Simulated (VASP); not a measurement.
Crystal: Bi.

```
Bi
1.0
    -1.99685    1.99685    1.99685
     1.99685   -1.99685    1.99685
     1.99685    1.99685   -1.99685
Bi
1
Direct
  0.00000 0.00000 0.00000
```

The cell was built by a generator and needn't be a form met in nature.

| Quantity | Value |
| --- | --- |
| Program | VASP 6.6.1 |
| Task | relaxation of cell and atoms |
| Functional | BLYP |
| Potentials or basis | VASP PAW PBE potentials, release 64 (Bi_d) |
| Cutoff | 600 eV |
| k mesh | 11 × 11 × 11 |
| Occupations | fermi-dirac, width 0.1 eV |
| Spin | no spin polarisation |

At the start: pressure 3.9 GPa; volume 31.85 Å³/atom.

Task: Where does the relaxation end?

Result: Over 3 steps the energy falls by 29.3 meV/atom and the volume is 34.43 Å³/atom (+8.1 %); space group Im-3m (No. 229, to 0.05 Å).

Step by step:
| step | energy change (eV) | largest force (eV/Å) | pressure (GPa) | volume (Å³) |
| --- | --- | --- | --- | --- |
| 1 | 0.0000 | 0.0000 | 3.91 | 31.85 |
| 2 | -0.0248 | 0.0000 | -1.25 | 35.57 |
| 3 | -0.0293 | 0.0000 | 0.01 | 34.43 |

Final structure:
```yaml
crystal:
  lattice:
    - [-2.04942, 2.04942, 2.04942]
    - [2.04942, -2.04942, 2.04942]
    - [2.04942, 2.04942, -2.04942]
  atoms:
    - { symbol: Bi, position: [0.00000, 0.00000, 0.00000] }
```

Caveat: the PAW data sets were made with another functional, which shifts forces and pressure a little.
